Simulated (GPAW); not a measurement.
# Pb (Fm-3m) in GPAW: notebook

The runs below take Pb through relaxation of cell and atoms, with revPBE+D4, BLYP+D3(BJ), BLYP+D4.

All numbers are computed with GPAW 26.7.0; they aren't measurements. Logs are shortened: lines on timing, memory, paths and dates and some standing lists are left out, and cuts for length are marked. The log counts tension as positive stress, the text compression.

## (1) Starting point

The structure is cubic, space group Fm-3m (No. 225). The conventional cell has a = 4.950 Å, b = 4.950 Å, c = 4.950 Å, α = 90.00°, β = 90.00°, γ = 90.00°. Pb (site symmetry m-3m) has 12 Pb at 3.50 Å as nearest neighbours.

## (2) Relaxation of cell and atoms, revPBE+D4

The input, run.py:

```python
from ase.calculators.mixing import SumCalculator
from ase.filters import FrechetCellFilter
from ase.io import read, write
from ase.optimize import LBFGS
from dftd4.ase import DFTD4
from gpaw import GPAW, PW

atoms = read('POSCAR')

calc = GPAW(mode=PW(600),
            xc='revPBE',
            kpts={'size': (9, 9, 9), 'gamma': True},
            occupations={'name': 'fermi-dirac', 'width': 0.05},
            nbands=14,
            convergence={'density': 1e-05, 'forces': 0.0001},
            maxiter=150,
            txt='gpaw.txt')
atoms.calc = SumCalculator([calc, DFTD4(method='revpbe')])
opt = LBFGS(FrechetCellFilter(atoms), trajectory='relax.traj', logfile='-')
done = opt.run(fmax=0.01, steps=100)
calc.write('gs.gpw')
write('result.traj', atoms)
print('Converged:', done)
print('Cell:', atoms.cell.cellpar().round(4))
print('Volume:', round(atoms.get_volume(), 4))
print(atoms.get_scaled_positions().round(5))
```

The input, POSCAR:

```
Pb
1.0
    0.0000000000      2.4750200000      2.4750200000
    2.4750200000      0.0000000000      2.4750200000
    2.4750200000      2.4750200000      0.0000000000
Pb
1
Direct
    0.0000000000      0.0000000000      0.0000000000
```

Potentials or basis: the program's PAW data sets (release 1.2.1) made for this functional, pw.

Launch:

```sh
> OMP_NUM_THREADS=1 python run.py
```

gpaw.txt:

```text
__  _  _
 | _ |_)|_||  |
 |__||  | ||/\| - 26.7.0

Input parameters:
  mode=PW(ecut=600.0),
  convergence={'density': 1e-05, 'forces': 0.0001},
  kpts=MonkhorstPack(size=(9, 9, 9), gamma=True),
  maxiter=150,
  nbands=14,
  occupations=Occupations(name='fermi-dirac', width=0.05),
  xc=XC(name='revPBE')

Diagonalizing LCAO Hamiltonian
Converting LCAO to pw mode

       Pb

Atoms  # Å, Bohr magnetons
|   | symbol |        x |        y |        z |    initial magnetic moments |
|---|--------|----------|----------|----------|-----------------------------|
| 0 |     Pb | 0.000000 | 0.000000 | 0.000000 | ( 0.0000,  0.0000,  0.0000) |

Unit cell  # Å
| periodic |        x |        y |        z |  lengths |    angles |
|----------|----------|----------|----------|----------|-----------|
|      yes | 0.000000 | 2.475020 | 2.475020 | 3.500207 | 60.000000 |
|      yes | 2.475020 | 0.000000 | 2.475020 | 3.500207 | 60.000000 |
|      yes | 2.475020 | 2.475020 | 0.000000 | 3.500207 | 60.000000 |

Number of symmetries: 48
Symmetry operations  # r_c * U_cc + t_c -> r_c
|    | kind |            matrix            |
|----|------|------------------------------|
|  0 |  σ   |  1, 0, 0,  1, 0,-1,  1,-1, 0 |
|  1 |  C2  |  1, 0, 0,  1,-1, 0,  1, 0,-1 |
|  2 |  E   |  1, 0, 0,  0, 1, 0,  0, 0, 1 |
|  3 |  σ   |  1, 0, 0,  0, 0, 1,  0, 1, 0 |
|  4 |  C4  |  1, 0,-1,  1, 0, 0,  1,-1, 0 |
|  5 |  S6  |  1, 0,-1,  1,-1, 0,  1, 0, 0 |
|  6 |  σ   |  1, 0,-1,  0, 1,-1,  0, 0,-1 |
|  7 |  C3  |  1, 0,-1,  0, 0,-1,  0, 1,-1 |
|  8 |  S6  |  1,-1, 0,  1, 0, 0,  1, 0,-1 |
|  9 |  C4  |  1,-1, 0,  1, 0,-1,  1, 0, 0 |
| 10 |  C3  |  1,-1, 0,  0,-1, 1,  0,-1, 0 |
| 11 |  σ   |  1,-1, 0,  0,-1, 0,  0,-1, 1 |
| 12 |  σ   |  0, 1, 0,  1, 0, 0,  0, 0, 1 |
| 13 |  C4  |  0, 1, 0,  0, 1,-1, -1, 1, 0 |
| 14 |  C3  |  0, 1, 0,  0, 0, 1,  1, 0, 0 |
| 15 |  S6  |  0, 1, 0, -1, 1, 0,  0, 1,-1 |
| 16 |  C2  |  0, 1,-1,  1, 0,-1,  0, 0,-1 |
[... 17 lines left out ...]
| 34 |  S4  |  0,-1, 0,  0,-1, 1,  1,-1, 0 |
| 35 |  C2  |  0,-1, 0, -1, 0, 0,  0, 0,-1 |
| 36 |  C2  | -1, 1, 0,  0, 1, 0,  0, 1,-1 |
| 37 |  S6  | -1, 1, 0,  0, 1,-1,  0, 1, 0 |
| 38 |  S4  | -1, 1, 0, -1, 0, 1, -1, 0, 0 |
| 39 |  C3  | -1, 1, 0, -1, 0, 0, -1, 0, 1 |
| 40 |  S6  | -1, 0, 1,  0, 0, 1,  0,-1, 1 |
| 41 |  C2  | -1, 0, 1,  0,-1, 1,  0, 0, 1 |
| 42 |  C3  | -1, 0, 1, -1, 1, 0, -1, 0, 0 |
| 43 |  S4  | -1, 0, 1, -1, 0, 0, -1, 1, 0 |
| 44 |  C2  | -1, 0, 0,  0, 0,-1,  0,-1, 0 |
| 45 |  i   | -1, 0, 0,  0,-1, 0,  0, 0,-1 |
| 46 |  σ   | -1, 0, 0, -1, 1, 0, -1, 0, 1 |
| 47 |  C2  | -1, 0, 0, -1, 0, 1, -1, 1, 0 |

BZ-sampling:
  Number of BZ points: 729
  Number of IBZ points: 35

  Monkhorst-Pack size: [9, 9, 9]
  Monkhorst-Pack shift: [0, 0, 0]

K-points  # in reciprocal-cell coordinates
|     |                                coordinates |     weight |
|-----|--------------------------------------------|------------|
|   0 | (  0.00000000,   0.00000000,   0.00000000) | 0.00137174 |
|   1 | (  0.11111111,   0.11111111,   0.00000000) | 0.00823045 |
|   2 | (  0.11111111,   0.11111111,   0.11111111) | 0.01097394 |
|   3 | (  0.22222222,   0.11111111,   0.11111111) | 0.01646091 |
|   4 | (  0.22222222,   0.22222222,   0.00000000) | 0.00823045 |
|   5 | (  0.22222222,   0.22222222,   0.11111111) | 0.03292181 |
|   6 | (  0.22222222,   0.22222222,   0.22222222) | 0.01097394 |
|   7 | (  0.33333333,   0.22222222,   0.11111111) | 0.03292181 |
|   8 | (  0.33333333,   0.22222222,   0.22222222) | 0.03292181 |
|   9 | (  0.33333333,   0.33333333,  -0.33333333) | 0.01646091 |
| ... |                                            |            |
|  34 | (  0.44444444,   0.44444444,   0.44444444) | 0.01097394 |

Plane wave coefficients: 1022
Cutoff: 600.0 eV

Spin-components: 1 (collinear spins)
Bands:           14
Projectors:      6
Spin-degeneracy: 2
Datatype:        complex128

Parallelization:
  kpt:    1
  domain: 1
  band:   1

Density:
  Valence electrons: 14.0
  Components: 1
  Grid points: [20 20 20]
  Charge: 0.0  # |e|

Potential:
  Grid points: [20 20 20]

species:
  Pb:
    name:    Lead
    Z:       82.0
    valence: 14
    core:    68
    charge:  0.0  # [|e|]
    compensation charges:
      type: gauss
      rc: 0.38  # [Å]
      lmax: 2
    cutoffs:
      filter: 2.36  # [Å]
      core: 2.43  # [Å]
    projectors
    | kind |    occ | energy [eV] | rcut [Å] |
    |------|--------|-------------|----------|
    |   6s |  2.000 |     -11.901 |    1.259 |
    |   6p |  2.000 |      -3.435 |    1.275 |
    |   5d | 10.000 |     -21.184 |    1.217 |
    |    s |        |      15.310 |    1.259 |
[... 118 lines left out ...]
|      yes | 0.000000 | 2.475545 |  2.475545 | 3.500949 | 60.000000 |
|      yes | 2.475545 | 0.000000 |  2.475545 | 3.500949 | 60.000000 |
|      yes | 2.475545 | 2.475545 | -0.000000 | 3.500949 | 60.000000 |

Number of symmetries: 48
Symmetry operations  # r_c * U_cc + t_c -> r_c
|    | kind |            matrix            |
|----|------|------------------------------|
|  0 |  σ   |  1, 0, 0,  1, 0,-1,  1,-1, 0 |
|  1 |  C2  |  1, 0, 0,  1,-1, 0,  1, 0,-1 |
|  2 |  E   |  1, 0, 0,  0, 1, 0,  0, 0, 1 |
|  3 |  σ   |  1, 0, 0,  0, 0, 1,  0, 1, 0 |
|  4 |  C4  |  1, 0,-1,  1, 0, 0,  1,-1, 0 |
|  5 |  S6  |  1, 0,-1,  1,-1, 0,  1, 0, 0 |
|  6 |  σ   |  1, 0,-1,  0, 1,-1,  0, 0,-1 |
|  7 |  C3  |  1, 0,-1,  0, 0,-1,  0, 1,-1 |
|  8 |  S6  |  1,-1, 0,  1, 0, 0,  1, 0,-1 |
|  9 |  C4  |  1,-1, 0,  1, 0,-1,  1, 0, 0 |
| 10 |  C3  |  1,-1, 0,  0,-1, 1,  0,-1, 0 |
| 11 |  σ   |  1,-1, 0,  0,-1, 0,  0,-1, 1 |
| 12 |  σ   |  0, 1, 0,  1, 0, 0,  0, 0, 1 |
| 13 |  C4  |  0, 1, 0,  0, 1,-1, -1, 1, 0 |
| 14 |  C3  |  0, 1, 0,  0, 0, 1,  1, 0, 0 |
| 15 |  S6  |  0, 1, 0, -1, 1, 0,  0, 1,-1 |
| 16 |  C2  |  0, 1,-1,  1, 0,-1,  0, 0,-1 |
[... 17 lines left out ...]
| 34 |  S4  |  0,-1, 0,  0,-1, 1,  1,-1, 0 |
| 35 |  C2  |  0,-1, 0, -1, 0, 0,  0, 0,-1 |
| 36 |  C2  | -1, 1, 0,  0, 1, 0,  0, 1,-1 |
| 37 |  S6  | -1, 1, 0,  0, 1,-1,  0, 1, 0 |
| 38 |  S4  | -1, 1, 0, -1, 0, 1, -1, 0, 0 |
| 39 |  C3  | -1, 1, 0, -1, 0, 0, -1, 0, 1 |
| 40 |  S6  | -1, 0, 1,  0, 0, 1,  0,-1, 1 |
| 41 |  C2  | -1, 0, 1,  0,-1, 1,  0, 0, 1 |
| 42 |  C3  | -1, 0, 1, -1, 1, 0, -1, 0, 0 |
| 43 |  S4  | -1, 0, 1, -1, 0, 0, -1, 1, 0 |
| 44 |  C2  | -1, 0, 0,  0, 0,-1,  0,-1, 0 |
| 45 |  i   | -1, 0, 0,  0,-1, 0,  0, 0,-1 |
| 46 |  σ   | -1, 0, 0, -1, 1, 0, -1, 0, 1 |
| 47 |  C2  | -1, 0, 0, -1, 0, 1, -1, 1, 0 |

BZ-sampling:
  Number of BZ points: 729
  Number of IBZ points: 35

  Monkhorst-Pack size: [9, 9, 9]
  Monkhorst-Pack shift: [0, 0, 0]

K-points  # in reciprocal-cell coordinates
|     |                                coordinates |     weight |
|-----|--------------------------------------------|------------|
|   0 | (  0.00000000,   0.00000000,   0.00000000) | 0.00137174 |
|   1 | (  0.11111111,   0.11111111,   0.00000000) | 0.00823045 |
|   2 | (  0.11111111,   0.11111111,   0.11111111) | 0.01097394 |
|   3 | (  0.22222222,   0.11111111,   0.11111111) | 0.01646091 |
|   4 | (  0.22222222,   0.22222222,   0.00000000) | 0.00823045 |
|   5 | (  0.22222222,   0.22222222,   0.11111111) | 0.03292181 |
|   6 | (  0.22222222,   0.22222222,   0.22222222) | 0.01097394 |
|   7 | (  0.33333333,   0.22222222,   0.11111111) | 0.03292181 |
|   8 | (  0.33333333,   0.22222222,   0.22222222) | 0.03292181 |
|   9 | (  0.33333333,   0.33333333,  -0.33333333) | 0.01646091 |
| ... |                                            |            |
|  34 | (  0.44444444,   0.44444444,   0.44444444) | 0.01097394 |

Plane wave coefficients: 1022
Cutoff: 600.0 eV

Spin-components: 1 (collinear spins)
Bands:           14
Projectors:      6
Spin-degeneracy: 2
Datatype:        complex128

Parallelization:
  kpt:    1
  domain: 1
  band:   1

Density:
  Valence electrons: 14.0
  Components: 1
  Grid points: [20 20 20]
  Charge: 0.0  # |e|

Potential:
  Grid points: [20 20 20]

species:
  Pb:
    name:    Lead
    Z:       82.0
    valence: 14
    core:    68
    charge:  0.0  # [|e|]
    compensation charges:
      type: gauss
      rc: 0.38  # [Å]
      lmax: 2
    cutoffs:
      filter: 2.36  # [Å]
      core: 2.43  # [Å]
    projectors
    | kind |    occ | energy [eV] | rcut [Å] |
    |------|--------|-------------|----------|
    |   6s |  2.000 |     -11.901 |    1.259 |
    |   6p |  2.000 |      -3.435 |    1.275 |
    |   5d | 10.000 |     -21.184 |    1.217 |
    |    s |        |      15.310 |    1.259 |
    |    p |        |      23.776 |    1.275 |
    |    d |        |       6.028 |    1.217 |

    Using partial waves for Pb as LCAO basis

Reference energy: -567285.583027  # eV

eigensolver:
  PPCG
  Converge bands: occupied
  niter=2

density mixing:
  MSR1-Mixer
  Pratt-step length: 0.05
  Maximum mixing coefficient: 0.75
  Old densities: 10
  SVD Regularization: 0.005
  Good broyden scale: 1.0
  Trust region scale: 1.0
  Backstep threshold: 4.0
  History deletion threshold: 6.0
  Fourier metric: weight=20.0, sigma=0.015

occupation numbers:
  Fermi-Dirac:
    width: 0.0500  # eV

poisson solver:
  ecut: 4800.0  # eV

xc functional:
  name: revPBE with 2 nearest neighbor stencil

convergence criteria:
- Maximum integral of absolute [dens]ity change: 1e-05 electrons / valence electron
- Maximum change in the atomic [forces] across last 2 cycles: 0.0001 eV/Ang OR
Maximum error relative to the maximum force is below inf
- Maximum [total energy] change in last 3 cyles: 0.0005 eV / valence electron
- Maximum integral of absolute [eigenst]ate change: 4e-08 eV^2 / valence electron
maximum number of iterations: 150

SCF iterations
|iter     | |      energy | eigst |  dens |force |
|---------|-|-------------|-------|-------|------|
|iter:   1| |   -3.492014 | -4.12 |       |      |
|iter:   2| |   -3.492010 | -6.24 | -3.41 |      |
|iter:   3| |   -3.491994c| -5.86 | -3.45 |      |
|iter:   4| |   -3.491995c| -6.88 | -4.14 |      |
|iter:   5| |   -3.491995c| -6.84 | -4.44 |      |
|iter:   6| |   -3.491995c| -8.09c| -5.33c|      |
|iter:   7| |   -3.491995c| -8.78c| -5.85c|-22.54c|

Converged in 7 steps
Energy contributions relative to reference atoms: (reference = -567285.583027)

Energy contributions:
  Kinetic:          10.050839
  Coulomb:          -9.957867
  Zero:             -0.002884
  External:          0.000000
  Xc:               -3.580524
  Entropy:          -0.003119
  Spinorbit:         0.000000
  ----------------------------
  Free energy:      -3.493555
  Extrapolated:     -3.491995

dipole moment: (-20.893294, -20.893294, -20.893294)  # |e|*Ang

Fermi level: 7.546
Eigenvalues  # (at kpt = [0.000, 0.000, 0.000])
| band index |      eig [eV] | occ [0-2] |
|------------|---------------|-----------|
|          0 |        -9.413 |     2.000 |
|          1 |        -9.413 |     2.000 |
|          2 |        -9.413 |     2.000 |
|          3 |        -9.274 |     2.000 |
|          4 |        -9.274 |     2.000 |
|          5 |        -3.985 |     2.000 |
|          6 |        15.101 |     0.000 |
|          7 |        15.101 |     0.000 |
|          8 |        15.101 |     0.000 |
|          9 |        17.509 |     0.000 |
|         10 |        19.100 |     0.000 |
|         11 |        20.158 |     0.000 |
|         12 |        20.158 |     0.000 |
|         13 |        20.158 |     0.000 |

No gap
No difference between direct/indirect transitions

Stress tensor  # eV/Ang^3
|         x |         y |         z |
|-----------|-----------|-----------|
| -0.019553 |  0.000000 |  0.000000 |
|  0.000000 | -0.019553 |  0.000000 |
|  0.000000 |  0.000000 | -0.019553 |

Forces  # eV/Ang
|       x |        y |        z |
|---------|----------|----------|
| 0.00000 | -0.00000 | -0.00000 |  # Pb   0

# Writing to gs.gpw (mode='')
```

Run time: 13 s. Hardware: 1 thread of Arm Neoverse V1, shared host; peak memory 0.15 GiB.

What came out:

| Item | Value |
| --- | --- |
| Free energy | -4.0905 eV |
| Relaxed volume | 30.34 Å³/atom |
| Relaxed cell | a = 3.501 Å, b = 3.501 Å, c = 3.501 Å, α = 60.00°, β = 60.00°, γ = 60.00° |
| Space group after relaxing (to 0.05 Å) | Fm-3m (No. 225) |
| Energy gained by relaxing | 0.0 meV/atom |
| Ionic steps | 2 |
| Pressure after relaxing | 0.0 GPa |
| Band gap on the k mesh | none (metal or under the smearing width) |
| Dispersion energy per atom | -0.597 eV |

Final structure:
```cif
data_structure
_symmetry_space_group_name_H-M 'P 1'
_symmetry_Int_Tables_number 1
_cell_length_a 3.5009
_cell_length_b 3.5009
_cell_length_c 3.5009
_cell_angle_alpha 60.000
_cell_angle_beta 60.000
_cell_angle_gamma 60.000
_cell_volume 30.34
loop_
_atom_site_label
_atom_site_type_symbol
_atom_site_fract_x
_atom_site_fract_y
_atom_site_fract_z
_atom_site_occupancy
Pb1 Pb 0.00000 0.00000 0.00000 1
```

Levels at points of the mesh, in eV from the Fermi level:
| k point | band 4 | band 5 | band 6 | band 7 | band 8 | band 9 | band 10 |
| --- | --- | --- | --- | --- | --- | --- | --- |
| (0.00, 0.00, 0.00) | -16.82 | -16.82 | -11.53 | 7.55 | 7.55 | 7.55 | 9.96 |

Caveat: later steps reuse the first step's grids; pairwise dispersion overbinds metals, which lowers pressure and volume.

[end of part 1 of 2]
